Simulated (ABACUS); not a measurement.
A run of ABACUS 3.10.1:

run_abacus.py

```python
"""Relaxation by an ASE optimiser with ABACUS as a small file-based calculator."""
import re
import subprocess
import spglib
from ase import Atoms
import numpy as np
from ase.calculators.calculator import Calculator, all_changes
from ase.filters import FrechetCellFilter
from ase.io import read
from ase.optimize import LBFGS
from ase.stress import full_3x3_to_voigt_6_stress
from ase.units import Bohr, GPa

atoms = read("GaN.cif")
cell, frac, numbers = spglib.standardize_cell((atoms.cell[:], atoms.get_scaled_positions(), atoms.numbers), to_primitive=True, symprec=1e-4)
atoms = Atoms(numbers=numbers, cell=cell, scaled_positions=frac, pbc=True)  # the primitive cell
atoms = atoms[(-atoms.numbers).argsort(kind="stable")]  # ABACUS lists atoms element by element
pseudo = {'Ga': 'ga_lda_v1.4.uspp.F.UPF', 'N': 'n_lda_v1.2.uspp.F.UPF'}
orbital = {}
magmoms = None
kmesh = [8, 8, 8]
params = {
    'suffix': 'GaN',
    'calculation': 'scf',
    'basis_type': 'pw',
    'pseudo_dir': './',
    'symmetry': 1,
    'dft_functional': 'pz',
    'ecutwfc': 40,
    'pseudo_rcut': 10,
    'nspin': 1,
    'nbands': 16,
    'ks_solver': 'dav',
    'smearing_method': 'fd',
    'smearing_sigma': 0.00367493,
    'scf_thr': 1e-08,
    'scf_nmax': 100,
    'mixing_type': 'broyden',
    'mixing_beta': 0.7,
    'cal_force': 1,
    'cal_stress': 1,
    'ecutrho': 320,
    'kpar': 4,
}

def write_input(atoms):
    symbols = atoms.get_chemical_symbols()
    elements = list(dict.fromkeys(symbols))
    lines = ["ATOMIC_SPECIES"] + [f"{e} {atoms.get_masses()[symbols.index(e)]:.4f} {pseudo[e]}" for e in elements]
    if orbital:
        lines += ["", "NUMERICAL_ORBITAL"] + [orbital[e] for e in elements]
    lines += ["", "LATTICE_CONSTANT", f"{1 / Bohr:.10f}", "", "LATTICE_VECTORS"]
    lines += [" ".join(f"{x:.10f}" for x in v) for v in atoms.cell]
    lines += ["", "ATOMIC_POSITIONS", "Direct"]
    for e in elements:
        lines += ["", e, "0.0", str(symbols.count(e))]
        for i, p in enumerate(atoms.get_scaled_positions(wrap=False)):
            if symbols[i] == e:
                mag = "" if magmoms is None else " mag " + " ".join(str(x) for x in (magmoms[i] if isinstance(magmoms[i], list) else [magmoms[i]]))
                lines.append(" ".join(f"{x:.10f}" for x in p) + " 1 1 1" + mag)
    open("STRU", "w").write("\n".join(lines) + "\n")
    open("KPT", "w").write("K_POINTS\n0\nGamma\n%d %d %d 0 0 0\n" % tuple(kmesh))
    open("INPUT", "w").write("INPUT_PARAMETERS\n" + "".join(f"{k:<20s}{v}\n" for k, v in params.items()))

class Abacus(Calculator):
    implemented_properties = ["energy", "free_energy", "forces", "stress"]

    def calculate(self, atoms=None, properties=("energy",), system_changes=all_changes):
        super().calculate(atoms, properties, system_changes)
        write_input(self.atoms)
        subprocess.run(['mpirun', '-np', '4', 'abacus'], check=True)
        log = open("OUT.GaN/running_scf.log").read()
        if "charge density convergence is achieved" not in log:
            raise RuntimeError("SCF not converged")
        rows = lambda title, n: np.array([l.split()[-3:] for l in log.split(title)[-1].split("\n")[2:2 + n]], float)
        energy = float(re.findall(r"FINAL_ETOT_IS (\S+)", log)[-1])
        stress = -rows("TOTAL-STRESS", 3) / 10 * GPa  # ABACUS prints kbar, compression positive
        self.results = dict(energy=energy, free_energy=energy, forces=rows("TOTAL-FORCE", len(self.atoms)), stress=full_3x3_to_voigt_6_stress(stress))

atoms.calc = Abacus()
opt = LBFGS(FrechetCellFilter(atoms), logfile="opt.log", trajectory="relax.traj")
print("optimiser converged:", opt.run(fmax=0.03, steps=60))
```

The input GaN.cif:

```cif
data_GaN
_cell_length_a 4.50700122
_cell_length_b 4.50700122
_cell_length_c 4.50700122
_cell_angle_alpha 90.00000000
_cell_angle_beta 90.00000000
_cell_angle_gamma 90.00000000
_space_group_name_H-M_alt 'F-43m'
_space_group_name_Hall 'F -4 2 3'
_space_group_IT_number 216
loop_
_space_group_symop_operation_xyz
'x,y,z'
'y,-x,-z'
'-x,-y,z'
'-y,x,-z'
'x,-y,-z'
'y,x,z'
'-x,y,-z'
'-y,-x,z'
'z,x,y'
'-z,y,-x'
'z,-x,-y'
'-z,-y,x'
'-z,x,-y'
'z,y,x'
'-z,-x,y'
'z,-y,-x'
'y,z,x'
'-x,-z,y'
'-y,z,-x'
'x,-z,-y'
'-y,-z,x'
'x,z,y'
'y,-z,-x'
'-x,z,-y'
'x,y+1/2,z+1/2'
'y,-x+1/2,-z+1/2'
'-x,-y+1/2,z+1/2'
'-y,x+1/2,-z+1/2'
'x,-y+1/2,-z+1/2'
'y,x+1/2,z+1/2'
'-x,y+1/2,-z+1/2'
'-y,-x+1/2,z+1/2'
'z,x+1/2,y+1/2'
'-z,y+1/2,-x+1/2'
'z,-x+1/2,-y+1/2'
'-z,-y+1/2,x+1/2'
'-z,x+1/2,-y+1/2'
'z,y+1/2,x+1/2'
'-z,-x+1/2,y+1/2'
'z,-y+1/2,-x+1/2'
'y,z+1/2,x+1/2'
'-x,-z+1/2,y+1/2'
'-y,z+1/2,-x+1/2'
'x,-z+1/2,-y+1/2'
'-y,-z+1/2,x+1/2'
'x,z+1/2,y+1/2'
'y,-z+1/2,-x+1/2'
'-x,z+1/2,-y+1/2'
'x+1/2,y,z+1/2'
'y+1/2,-x,-z+1/2'
'-x+1/2,-y,z+1/2'
'-y+1/2,x,-z+1/2'
'x+1/2,-y,-z+1/2'
'y+1/2,x,z+1/2'
'-x+1/2,y,-z+1/2'
'-y+1/2,-x,z+1/2'
'z+1/2,x,y+1/2'
'-z+1/2,y,-x+1/2'
'z+1/2,-x,-y+1/2'
'-z+1/2,-y,x+1/2'
'-z+1/2,x,-y+1/2'
'z+1/2,y,x+1/2'
'-z+1/2,-x,y+1/2'
'z+1/2,-y,-x+1/2'
'y+1/2,z,x+1/2'
'-x+1/2,-z,y+1/2'
'-y+1/2,z,-x+1/2'
'x+1/2,-z,-y+1/2'
'-y+1/2,-z,x+1/2'
'x+1/2,z,y+1/2'
'y+1/2,-z,-x+1/2'
'-x+1/2,z,-y+1/2'
'x+1/2,y+1/2,z'
'y+1/2,-x+1/2,-z'
'-x+1/2,-y+1/2,z'
'-y+1/2,x+1/2,-z'
'x+1/2,-y+1/2,-z'
'y+1/2,x+1/2,z'
'-x+1/2,y+1/2,-z'
'-y+1/2,-x+1/2,z'
'z+1/2,x+1/2,y'
'-z+1/2,y+1/2,-x'
'z+1/2,-x+1/2,-y'
'-z+1/2,-y+1/2,x'
'-z+1/2,x+1/2,-y'
'z+1/2,y+1/2,x'
'-z+1/2,-x+1/2,y'
'z+1/2,-y+1/2,-x'
'y+1/2,z+1/2,x'
'-x+1/2,-z+1/2,y'
'-y+1/2,z+1/2,-x'
'x+1/2,-z+1/2,-y'
'-y+1/2,-z+1/2,x'
'x+1/2,z+1/2,y'
'y+1/2,-z+1/2,-x'
'-x+1/2,z+1/2,-y'
loop_
_atom_site_label
_atom_site_type_symbol
_atom_site_symmetry_multiplicity
_atom_site_Wyckoff_symbol
_atom_site_fract_x
_atom_site_fract_y
_atom_site_fract_z
_atom_site_occupancy
Ga1 Ga 4 a 0.0000000000 0.0000000000 0.0000000000 1
N1 N 4 d 0.2500000000 0.2500000000 0.7500000000 1
```

Potentials or basis: GBRV ultrasoft 1.5 LDA, plane waves.

Command:

```bash
$ OMP_NUM_THREADS=1 python run_abacus.py > log
```

Hardware: 4 MPI ranks on AMD EPYC 9R45 96-Core Processor (Zen 5), with other jobs on the host.

Q: How long does it take, and how much memory?

A: Wall time 10 s on 4 MPI ranks on AMD EPYC 9R45 96-Core Processor (Zen 5), on a shared host, peak memory 0.44 GiB a rank. Counts: scf iterations 9, k points 29, bands 16, ion steps 3, ranks 4.
